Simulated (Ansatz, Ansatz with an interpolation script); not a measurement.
An input for Ansatz 0.2.0 (PbS (Pnma)):

```yaml
crystal:
  lattice:
    - [8.43319393, 0.0, 0.0]
    - [0.0, 4.23050716, 0.0]
    - [0.0, 0.0, 5.9824948]
  atoms:
    - { symbol: Pb, position: [0.12376494, 0.75, 0.75008876] }
    - { symbol: Pb, position: [0.62376494, 0.75, 0.74991124] }
    - { symbol: Pb, position: [0.87623506, 0.25, 0.24991124] }
    - { symbol: Pb, position: [0.37623506, 0.25, 0.25008876] }
    - { symbol: S, position: [0.87475634, 0.25, 0.75094903] }
    - { symbol: S, position: [0.37475634, 0.25, 0.74905097] }
    - { symbol: S, position: [0.12524366, 0.75, 0.24905097] }
    - { symbol: S, position: [0.62524366, 0.75, 0.25094903] }
kpoints:
  mp_grid: { grid: [2, 4, 4] }
hamiltonian:
  xc: lda
scf:
  occupations: { method: fixed }
gw:
  n_empty_bands: 685
  ecut_chi: 126
  qp_bands: [v12, c8]
  screening: { model: contour_deformation }
```

```sh
ansatz run input.yaml --threads 16 --pin off --max-ram 64512MiB --backend cuda --events-out ev --progress --plain --runs-dir out --devices 1 --max-vram 78GiB
```

Question: How long will it take on 1 × NVIDIA GB200 (shared by 2 runs) with 16 threads of Arm Neoverse V2, shared host, and how much memory?

It took 45 s; on shared hardware allow 22 s to 89 s. Peak host memory was 2.9 GiB. The sizes that set the cost: 4169 plane waves a state, 18 irreducible k points, 725 bands summed, 683 plane waves in the screening and 6 SCF cycles.

The screening grows as filled bands × empty bands × pairs of k points, times the square of the screening basis for the matrix.

[Paths, hosts, dates, memory and timing lines, banners, echoed tables and standing remarks are left out of the program output.]

[Logs are printed without paths, hosts, clocks, repeated set-up lines and the standing remarks that a program may print on its own settings, such as how far it seeks lower states.]

[Runs of the session that timed out or met a known fault of the program may be left out.]

[Hosts, paths, dates, database ids (printed as entryN), source tags and the programs' standing remarks are cut or masked in the printed files.]
